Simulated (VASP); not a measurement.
# Si16Ge (a cell with a defect) in VASP: further runs

One crystal, Si16Ge (a cell with a defect), is run at these levels: PBE+D3(BJ); tasks: single point.

Everything below comes from runs of VASP 6.6.1. Logs are shortened: lines on timing, memory, paths and dates and some standing lists are left out, and cuts for length are marked.

## Step 1: The structure

The cell holds a defect, 17 atoms: a = 7.679 Å, b = 7.679 Å, c = 7.679 Å, α = 60.00°, β = 60.00°, γ = 60.00°.

The cell was built by a generator and needn't be a form met in nature.

## Step 2: Single point, PBE+D3(BJ)

Contents of INCAR:

```
SYSTEM = Si16Ge
PREC = Accurate
ENCUT = 520
EDIFF = 1E-7
ISMEAR = 0
SIGMA = 0.05
LREAL = Auto
LASPH = .TRUE.
NELM = 100
ALGO = Fast
ISIF = 2
LWAVE = .FALSE.
LCHARG = .FALSE.
GGA = PE
IVDW = 12
NBANDS = 53
```

Contents of KPOINTS:

```
regular mesh
0
G
  2 2 2
  0 0 0
```

Contents of POSCAR:

```
Si16Ge
1.0
    0.0000000000      5.4300000000      5.4300000000
    5.4300000000      0.0000000000      5.4300000000
    5.4300000000      5.4300000000      0.0000000000
Si Ge
16 1
Direct
   -0.0029269797     -0.0022748619     -0.0041450276
    0.1312542357      0.1069798343      0.1307838858
   -0.0029360958     -0.0023600368      0.5091414365
    0.1203773481      0.1301320442      0.6245931860
    0.0098016575      0.4706353591      0.0096222836
    0.1191096685      0.6167024862      0.1176991713
   -0.0130582873      0.5012107735      0.5057536832
    0.1191545120      0.6166381215      0.6461441989
    0.5097295580     -0.0029093002     -0.0035593923
    0.6257593923      0.1297409761      0.1191498158
    0.4935462247      0.0214012891      0.4923454880
    0.6257478821      0.1296977901      0.6250441989
    0.5066001842      0.5007861878     -0.0138526703
    0.6463210866      0.6159697053      0.1187046961
    0.5065881215      0.5007446593      0.5061336096
    0.6173741252      0.6487396869      0.6167463168
    0.2612918048      0.7158162983      0.2612487109
```

Potentials or basis: VASP PAW PBE potentials, release 64 (Si, Ge_d).

Launch:

```
cat potpaw_PBE.64/Si/POTCAR potpaw_PBE.64/Ge_d/POTCAR > POTCAR
mpirun -np 1 vasp_std > vasp.out
```

OUTCAR:

```text
SYSTEM = Si16Ge
   PREC = Accurate
   ENCUT = 520
   EDIFF = 1E-7
   ISMEAR = 0
   LREAL = Auto
   LASPH = .TRUE.
   NELM = 100
   ISIF = 2
   GGA = PE
   IVDW = 12
 IVDW          = 12

 ion  position               nearest neighbor table
   1  0.997  0.998  0.996-   4 2.33  10 2.33   2 2.38   6 2.39  17 2.88
   2  0.131  0.107  0.131-   5 2.28   3 2.37   1 2.38   9 2.38  17 2.45
   3  0.997  0.998  0.509-   4 2.33  12 2.33   2 2.37   8 2.39  17 2.88
   4  0.120  0.130  0.625-   7 2.33   3 2.33   1 2.33  11 2.34
   5  0.010  0.471  0.010-   2 2.28  14 2.28   6 2.28   8 2.29
   6  0.119  0.617  0.118-   5 2.28   1 2.39  17 2.42  13 2.43   7 2.44
   7  0.987  0.501  0.506-  16 2.32   4 2.33   8 2.43   6 2.44  17 2.66
   8  0.119  0.617  0.646-   5 2.29   3 2.39  17 2.42  15 2.43   7 2.43
   9  0.510  0.997  0.996-  10 2.33  12 2.33   2 2.38  14 2.39  17 2.88
  10  0.626  0.130  0.119-  13 2.33   1 2.33   9 2.33  11 2.34
  11  0.494  0.021  0.492-  16 2.34   4 2.34  10 2.34  12 2.34
  12  0.626  0.130  0.625-  15 2.33   3 2.33   9 2.33  11 2.34
  13  0.507  0.501  0.986-  16 2.32  10 2.33  14 2.43   6 2.43  17 2.67
  14  0.646  0.616  0.119-   5 2.28   9 2.39  17 2.42  15 2.43  13 2.43
  15  0.507  0.501  0.506-  16 2.32  12 2.33   8 2.43  14 2.43  17 2.67
  16  0.617  0.649  0.617-  15 2.32  13 2.32   7 2.32  11 2.34
  17  0.261  0.716  0.261-   6 2.42   8 2.42  14 2.42   2 2.45   7 2.66  13 2.67  15 2.67   1 2.88
                             9 2.88   3 2.88

  LATTYP: Found a face centered cubic cell.
 ALAT       =    10.8600000000

  Lattice vectors:

 A1 = (   0.0000000000,   5.4300000000,   5.4300000000)
 A2 = (   5.4300000000,   0.0000000000,   5.4300000000)
 A3 = (   5.4300000000,   5.4300000000,   0.0000000000)

Analysis of symmetry for initial positions (statically):
=====================================================================
 Subroutine PRICEL returns:
 Original cell was already a primitive cell.

 Routine SETGRP: Setting up the symmetry group for a
 face centered cubic supercell.

 Subroutine GETGRP returns: Found  1 space group operations
 (whereof  1 operations were pure point group operations)
 out of a pool of 48 trial point group operations.

The static configuration has the point symmetry C_1 .

Analysis of symmetry for dynamics (positions and initial velocities):
=====================================================================
 Subroutine PRICEL returns:
 Original cell was already a primitive cell.

 Routine SETGRP: Setting up the symmetry group for a
 face centered cubic supercell.

 Subroutine GETGRP returns: Found  1 space group operations
 (whereof  1 operations were pure point group operations)
 out of a pool of 48 trial point group operations.

The dynamic configuration has the point symmetry C_1 .

 Subroutine INISYM returns: Found  1 space group operations
 (whereof  1 operations are pure point group operations),
 and found     1 'primitive' translations

----------------------------------------------------------------------------------------

                                     Primitive cell

  volume of cell :     320.2060

  direct lattice vectors                    reciprocal lattice vectors
     0.000000000  5.430000000  5.430000000    -0.092081031  0.092081031  0.092081031
     5.430000000  0.000000000  5.430000000     0.092081031 -0.092081031  0.092081031
     5.430000000  5.430000000  0.000000000     0.092081031  0.092081031 -0.092081031

  length of vectors
     7.679179644  7.679179644  7.679179644     0.159489025  0.159489025  0.159489025

  position of ions in fractional coordinates (direct lattice)
     0.997073020  0.997725138  0.995854972
     0.131254236  0.106979834  0.130783886
     0.997063904  0.997639963  0.509141437
     0.120377348  0.130132044  0.624593186
     0.009801657  0.470635359  0.009622284
     0.119109669  0.616702486  0.117699171
[... 9 lines left out ...]
     0.617374125  0.648739687  0.616746317
     0.261291805  0.715816298  0.261248711

  ion indices of the primitive-cell ions
   primitive index   ion index
                 1           1
                 2           2
                 3           3
                 4           4
                 5           5
                 6           6
[... 9 lines left out ...]
                16          16
                17          17

----------------------------------------------------------------------------------------

 KPOINTS: regular mesh

Automatic generation of k-mesh.
 Grid dimensions read from file:
 generate k-points for:    2    2    2

 Generating k-lattice:

  Cartesian coordinates                     Fractional coordinates (reciprocal lattice)
    -0.046040516  0.046040516  0.046040516     0.500000000  0.000000000  0.000000000
     0.046040516 -0.046040516  0.046040516     0.000000000  0.500000000  0.000000000
     0.046040516  0.046040516 -0.046040516     0.000000000  0.000000000  0.500000000

  Length of vectors
     0.079744512  0.079744512  0.079744512

  Shift w.r.t. Gamma in fractional coordinates (k-lattice)
     0.000000000  0.000000000  0.000000000

 Subroutine IBZKPT returns following result:
 ===========================================

 Found      8 irreducible k-points:

 Following reciprocal coordinates:
            Coordinates               Weight
  0.000000  0.000000  0.000000      1.000000
  0.500000  0.000000  0.000000      1.000000
  0.000000  0.500000  0.000000      1.000000
  0.000000  0.000000  0.500000      1.000000
  0.500000  0.500000  0.500000      1.000000
  0.500000  0.500000  0.000000      1.000000
  0.000000  0.500000  0.500000      1.000000
  0.500000  0.000000  0.500000      1.000000
   k-points           NKPTS =      8   k-points in BZ     NKDIM =      8   number of bands    NBANDS=     53
   number of dos      NEDOS =    301   number of ions     NIONS =     17
   total plane-waves  NPLWV = 216000
   dimension x,y,z NGX =    60 NGY =   60 NGZ =   60
   dimension x,y,z NGXF=   120 NGYF=  120 NGZF=  120
   ions per type =              16   1
   NGX,Y,Z   is equivalent  to a cutoff of  12.99, 12.99, 12.99 a.u.
   NGXF,Y,Z  is equivalent  to a cutoff of  25.98, 25.98, 25.98 a.u.
 SYSTEM =  Si16Ge
   PREC   = accura    normal or accurate (medium, high low for compatibility)
   ISTART =      0    job   : 0-new  1-cont  2-samecut
   ICHARG =      2    charge: 1-file 2-atom 10-const
   ISPIN  =      1    spin polarized calculation?
   LNONCOLLINEAR =      F non collinear calculations
   LSORBIT =      F    spin-orbit coupling
   LASPH  =      T    aspherical Exc in radial PAW
   ENCUT  =  520.0 eV  38.22 Ry    6.18 a.u.  14.28 14.28 14.28*2*pi/ulx,y,z
   NELM   =    100;   NELMIN=  2; NELMDL= -5     # of ELM steps
   EDIFF  = 0.1E-06   stopping-criterion for ELM
   LREAL  =      T    real-space projection
   EDIFFG = 0.1E-05   stopping-criterion for IOM
   NSW    =      0    number of steps for IOM
   IBRION =     -1    ionic relax: 0-MD 1-quasi-New 2-CG
   NFREE  =      0    steps in history (QN), initial steepest desc. (CG)
   ISIF   =      2    stress and relaxation
   ISYM   =      2    0-nonsym 1-usesym 2-fastsym
   POTIM  = 0.5000    time-step for ionic-motion
   TEBEG  =    0.0;   TEEND  =   0.0 temperature during run
   PSTRESS=    0.0 pullay stress
   NELECT =      78.0000    total number of electrons
   NUPDOWN=      -1.0000    fix difference up-down
   EMIN   =  10.00;   EMAX   =-10.00  energy-range for DOS
   EFERMI =   0.00;   METHOD = LEGACY
   ISMEAR =     0;   SIGMA  =   0.05  broadening in eV -4-tet -1-fermi 0-gaus
   EFERMI_NEDOS =   21; number of points for ismear=-14 and -15
   IALGO  =     68    algorithm
   IMIX   =      4    mixing-type and parameters
     AMIX     =   0.40;   BMIX     =  1.00
     AMIX_MAG =   1.60;   BMIX_MAG =  1.00
  volume/ion in A,a.u.               =      18.84       127.11
  Fermi-wavevector in a.u.,A,eV,Ry     =   1.022421  1.932096 14.222785  1.045345
  Thomas-Fermi vector in A             =   2.156100
   LORBIT       =      0    0 simple, 1 ext, 2 COOP (PROOUT), +10 PAW based schemes
   GGA     = PE    functional components
   LHFCALC =     F    Hartree Fock is set to
   AEXX    =    0.0000 exact exchange contribution
   IVDW    =    12    specifies the selected vdW correction
   LEPSILON=     F    determine dielectric tensor
   LRPA    =     F    only Hartree local field effects (RPA)
 non-spin polarized calculation
 RMM-DIIS sequential band-by-band and
 Gauss-broadening in eV      SIGMA  =   0.05
  energy-cutoff  :      520.00
  volume of cell :      320.21
 maximum number of plane-waves:      8646
 NGX is ok and might be reduce to    60
   NGX = 29   NGY = 29   NGZ = 29

 number of electron      78.0000002 magnetization

 Free energy of the ion-electron system (eV)
  ---------------------------------------------------
  ext. energy  EPLUGINS =         0.00000000
  ---------------------------------------------------
  free energy    TOTEN  =       -86.63365931 eV

  energy without entropy =      -86.62239774  energy(sigma->0) =      -86.62802853

 E-fermi :   6.9335     XC(G=0):  -9.7534

 val. band max:        6.7231725351   @ k =   0.0000   0.0000   0.0000
 cond. band min:       6.9441373140   @ k =   0.0000   0.0000   0.0000
 fundamental gap:      0.2209647788
 Fermi energy:         6.9334710290

 k-point     1 :       0.0000    0.0000    0.0000
  band No.  band energies     occupation
      1     -18.2430      2.00000
      2     -18.2389      2.00000
      3     -18.2388      2.00000
      4     -18.2268      2.00000
      5     -18.2263      2.00000
      6      -6.5059      2.00000
[... 43 lines left out ...]
     50       8.1790      0.00000
     51       8.9829      0.00000

 k-point     2 :       0.5000    0.0000    0.0000
  band No.  band energies     occupation
      1     -18.2430      2.00000
      2     -18.2389      2.00000
      3     -18.2388      2.00000
      4     -18.2268      2.00000
      5     -18.2263      2.00000
      6      -6.1641      2.00000
[... 43 lines left out ...]
     50       9.8493      0.00000
     51       9.9075      0.00000

 k-point     3 :       0.0000    0.5000    0.0000
  band No.  band energies     occupation
      1     -18.2430      2.00000
      2     -18.2389      2.00000
      3     -18.2388      2.00000
      4     -18.2268      2.00000
      5     -18.2263      2.00000
      6      -6.1800      2.00000
[... 43 lines left out ...]
     50       9.8442      0.00000
     51      10.0813      0.00000

 k-point     4 :       0.0000    0.0000    0.5000
  band No.  band energies     occupation
      1     -18.2430      2.00000
      2     -18.2389      2.00000
      3     -18.2388      2.00000
      4     -18.2268      2.00000
      5     -18.2263      2.00000
      6      -6.1638      2.00000
[... 43 lines left out ...]
     50       9.8526      0.00000
     51       9.9045      0.00000

 k-point     5 :       0.5000    0.5000    0.5000
  band No.  band energies     occupation
      1     -18.2430      2.00000
      2     -18.2389      2.00000
      3     -18.2388      2.00000
      4     -18.2268      2.00000
      5     -18.2263      2.00000
      6      -6.1638      2.00000
[... 43 lines left out ...]
     50       9.8530      0.00000
     51       9.9043      0.00000

 k-point     6 :       0.5000    0.5000    0.0000
  band No.  band energies     occupation
      1     -18.2430      2.00000
      2     -18.2389      2.00000
      3     -18.2388      2.00000
      4     -18.2268      2.00000
      5     -18.2263      2.00000
      6      -6.0607      2.00000
[... 43 lines left out ...]
     50      10.3264      0.00000
     51      10.3933      0.00000

 k-point     7 :       0.0000    0.5000    0.5000
  band No.  band energies     occupation
      1     -18.2430      2.00000
      2     -18.2389      2.00000
      3     -18.2388      2.00000
      4     -18.2268      2.00000
      5     -18.2263      2.00000
      6      -6.0601      2.00000
[... 43 lines left out ...]
     50      10.3246      0.00000
     51      10.3928      0.00000

 k-point     8 :       0.5000    0.0000    0.5000
  band No.  band energies     occupation
      1     -18.2430      2.00000
      2     -18.2389      2.00000
      3     -18.2388      2.00000
      4     -18.2268      2.00000
      5     -18.2263      2.00000
      6      -6.0601      2.00000
[... 43 lines left out ...]
     50      10.3248      0.00000
     51      10.3928      0.00000
 [bands above 51 left out]

------------------------ aborting loop because EDIFF is reached ----------------------------------------

 Edisp (eV)   -5.66654

 E8    (eV) :    -2.3554

  FORCE on cell =-STRESS in cart. coord.  units (eV):
  Direction    XX          YY          ZZ          XY          YZ          ZX
  --------------------------------------------------------------------------------------
  -------------------------------------------------------------------------------------
  Total       7.12577     7.12382     7.09753     0.16031     0.16962    -0.16421
  in kB      35.65438    35.64463    35.51306     0.80214     0.84870    -0.82163
  external pressure =       35.60 kB  Pullay stress =        0.00 kB

 VOLUME and BASIS-vectors are now :
 -----------------------------------------------------------------------------
  energy-cutoff  :      520.00
  volume of cell :      320.21
      direct lattice vectors                 reciprocal lattice vectors
     0.000000000  5.430000000  5.430000000    -0.092081031  0.092081031  0.092081031
     5.430000000  0.000000000  5.430000000     0.092081031 -0.092081031  0.092081031
     5.430000000  5.430000000  0.000000000     0.092081031  0.092081031 -0.092081031

 POSITION                                       TOTAL-FORCE (eV/Angst)
 -----------------------------------------------------------------------------------
     10.82514     10.82160     10.83175         0.006062      0.013340      0.004830
      1.29106      1.42287      1.29361         0.073257     -0.074540      0.074362
      8.18182      8.17870     10.83124        -0.012523     -0.006726      0.005392
      4.09816      4.04519      1.36027        -0.027295      0.027995     -0.008205
      2.60780      0.10547      2.60877         0.059050     -0.059400      0.059014
      3.98780      1.28587      3.99546         0.014923      0.042511      0.012065
[... 9 lines left out ...]
      6.87159      6.70127      6.87500        -0.045313      0.046278     -0.044397
      5.30546      2.83740      5.30570         0.096423     -0.095145      0.097820
 -----------------------------------------------------------------------------------
    total drift:                                0.003763     -0.004903      0.003305

  FREE ENERGIE OF THE ION-ELECTRON SYSTEM (eV)
  ---------------------------------------------------
  free  energy   TOTEN  =       -92.3001965244 eV

  energy  without entropy=      -92.2889349527  energy(sigma->0) =      -92.29456574
```

It took 4.6 min on 1 thread of Intel Xeon Platinum 8559C (Emerald Rapids), shared host; peak memory 0.5 GiB.

What came out:

* Free energy: -92.3002 eV
* Pressure: 3.6 GPa
* Largest force: 0.167 eV/Å
* Band gap on the k mesh: none (metal or under the smearing width)
* Dispersion energy per atom: -0.333 eV

Forces on the atoms (eV/Å):
```
Si   0.006  0.013  0.005
Si   0.073 -0.075  0.074
Si  -0.013 -0.007  0.005
Si  -0.027  0.028 -0.008
Si   0.059 -0.059  0.059
Si   0.015  0.043  0.012
Si  -0.033  0.032  0.006
Si  -0.042 -0.015  0.011
Si   0.008 -0.009 -0.010
Si  -0.005  0.028 -0.028
Si  -0.051  0.051 -0.052
Si  -0.028  0.006 -0.028
Si   0.007  0.031 -0.031
Si   0.012 -0.013 -0.037
Si  -0.032 -0.006 -0.031
Si  -0.045  0.046 -0.044
Ge   0.096 -0.095  0.098
```

Levels at points of the mesh, in eV from the Fermi level:
| k point | band 35 | band 36 | band 37 | band 38 | band 39 | band 40 | band 41 | band 42 | band 43 | band 44 |
| --- | --- | --- | --- | --- | --- | --- | --- | --- | --- | --- |
| (0.00, 0.00, 0.00) | -1.71 | -0.88 | -0.76 | -0.76 | -0.35 | -0.21 | -0.21 | 0.01 | 0.02 | 0.41 |
| (0.50, 0.00, 0.00) | -1.52 | -1.50 | -1.50 | -1.43 | -0.30 | 0.41 | 0.63 | 0.81 | 0.85 | 1.24 |
| (0.00, 0.50, 0.00) | -1.50 | -1.50 | -1.46 | -1.46 | -0.35 | 0.42 | 0.43 | 0.98 | 0.98 | 1.16 |
| (0.00, 0.00, 0.50) | -1.52 | -1.50 | -1.50 | -1.43 | -0.30 | 0.41 | 0.63 | 0.81 | 0.85 | 1.24 |
| (0.50, 0.50, 0.50) | -1.52 | -1.50 | -1.50 | -1.43 | -0.30 | 0.41 | 0.63 | 0.81 | 0.85 | 1.24 |
| (0.50, 0.50, 0.00) | -2.11 | -2.04 | -1.90 | -1.28 | 0.05 | 0.71 | 1.02 | 1.10 | 1.13 | 1.89 |
| (0.00, 0.50, 0.50) | -2.11 | -2.04 | -1.90 | -1.27 | 0.04 | 0.71 | 1.02 | 1.10 | 1.13 | 1.89 |
| (0.50, 0.00, 0.50) | -2.11 | -2.04 | -1.90 | -1.27 | 0.04 | 0.71 | 1.02 | 1.10 | 1.13 | 1.89 |

Caveat: the k mesh is coarse (spacing up to 0.50 Å⁻¹), so the values aren't converged.

(Part 1 of 3 ends here.)
